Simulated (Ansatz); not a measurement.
# InP: the cost of one run

Program: Ansatz 0.2.0. G0W0, plane waves. Spin-unpolarised throughout; all numbers are computed.

The COD entry's cell or inner coordinates are ideal or old and differ from later refinements, so a difference from it is no clean test against experiment.

1 further run of the same task is left out (it didn't finish).

## (1) The cell

The cell was relaxed beforehand with r2SCAN.

The symmetry is F-43m (No. 216, cubic); conventional cell a = 5.908 Å, 25.77 Å³ an atom. In has 4 P at 2.56 Å; P has 4 In at 2.56 Å.

Structure file:

```xyz
2
Lattice="0.0000 2.9538 2.9538 2.9538 0.0000 2.9538 2.9538 2.9538 0.0000" Properties=species:S:1:pos:R:3 pbc="T T T"
In    0.0000    0.0000    0.0000
P     1.4769    1.4769    1.4769
```

## (2) From PBE, 30 empty bands, 40 eV

input.yaml reads:

```yaml
crystal:
  lattice:
    - [0.0, 2.9538133435, 2.9538133435]
    - [2.9538133435, 0.0, 2.9538133435]
    - [2.9538133435, 2.9538133435, 0.0]
  atoms:
    - { symbol: In, position: [0.0, 0.0, 0.0] }
    - { symbol: P, position: [0.25, 0.25, 0.25] }
kpoints:
  mp_grid: { grid: [4, 4, 4] }
hamiltonian:
  xc: pbe
scf:
  occupations: { method: fixed }
gw:
  n_empty_bands: 30
  ecut_chi: 40
  qp_bands: [v1, c1]
  qp_kpoints: band_edges
  screening: { model: contour_deformation }
```

Started as:

```bash
$ ansatz run input.yaml --threads 4 --pin off --max-ram 3686MiB --backend cpu --events-out ev --progress --plain --runs-dir out
```

What time and memory should one allow on 4 threads of Arm Neoverse N1, shared host?

About 2.8 s, with a peak of 0.3 GiB.
